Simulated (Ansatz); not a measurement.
# TaN: stationary points along a deformation path

Method: DFT PBEsol, scalar-relativistic, plane waves, PAW (Ansatz). The runs took a 420 eV cutoff, a Γ-centred 26×26×26 mesh and Gaussian smearing (0.15 eV). Spin–orbit coupling is left out, which can shift energies with elements as heavy as these. No spin polarisation. Energies are free energies at this smearing, counted from the undisturbed cell; pressure is positive in compression.

The starting cell (relaxed at this level; this rock-salt form isn't the usual structure):

```
Ta N
1.0
     0.00000    2.18784    2.18784
     2.18784    0.00000    2.18784
     2.18784    2.18784    0.00000
Ta N
1 1
Direct
  0.50000 0.50000 0.50000
  0.00000 0.00000 0.00000
```

At fixed volume and fractional coordinates, lengths along (0.577, 0.577, 0.577) are scaled against those across it; ρ is that ratio over its starting value. V = 10.472 Å³/atom. Δσ is the stress along the axis less the mean stress across it (compression positive).

| ρ | ΔE (meV/atom) | Δσ (GPa) | space group |
| --- | --- | --- | --- |
| 0.500 | 508.9 | 0.00 | Pm-3m |
| 0.600 | 535.2 | 4.24 | R-3m |
| 0.710 | 388.6 | 35.10 | R-3m |
| 0.850 | 96.6 | 29.27 | R-3m |
| 0.930 | 17.4 | 11.46 | R-3m |
| 1.000 | 0.0 | 0.00 | Fm-3m |
| 1.080 | 16.6 | -9.65 | R-3m |
| 1.200 | 83.6 | -19.73 | R-3m |
| 1.410 | 407.2 | -81.77 | R-3m |
| 1.700 | 1493.9 | -183.26 | R-3m |
| 2.000 | 2894.2 | -197.34 | R-3m |

Q: How does the stress give the slope of the energy, and where is the energy stationary?

A: Along the path d ln(length) is 2/3 d ln ρ on the axis and −1/3 d ln ρ across it, so dE/d ln ρ = −(2/3) V Δσ: the energy falls with ρ where Δσ is positive. Δσ vanishes or changes sign at ρ = 0.500 (Pm-3m, an end of the scan), at 508.9 meV/atom; between ρ = 0.500 and 0.600, at least one maximum (the energy rises over this step, yet the slope at ρ = 0.600 points the other way); at ρ = 1.000 (Fm-3m), a minimum at 0.0 meV/atom. Pairs of stationary points between two samples would go unseen, and could change a minimum read from distant neighbours into a maximum. At ρ = 0.500, 1.000 the cell is cubic, where symmetry alone makes the stress isotropic and the slope zero.

Q: Which shear constant sets the curvature at ρ = 1?

A: For a cubic crystal E/V = (2/3) C (ln ρ)² with C = C44, so Δσ = −2C ln ρ. The parabola of Δσ against ln ρ through ρ = 0.930, 1 and 1.080 gives C ≈ 71 GPa with the ions clamped, rough because the steps are large.

In a metal these slopes depend on the k mesh and the smearing.

Cost: 11 runs of about 5.4 core-minutes in all, on Arm Neoverse V1 (shared hosts).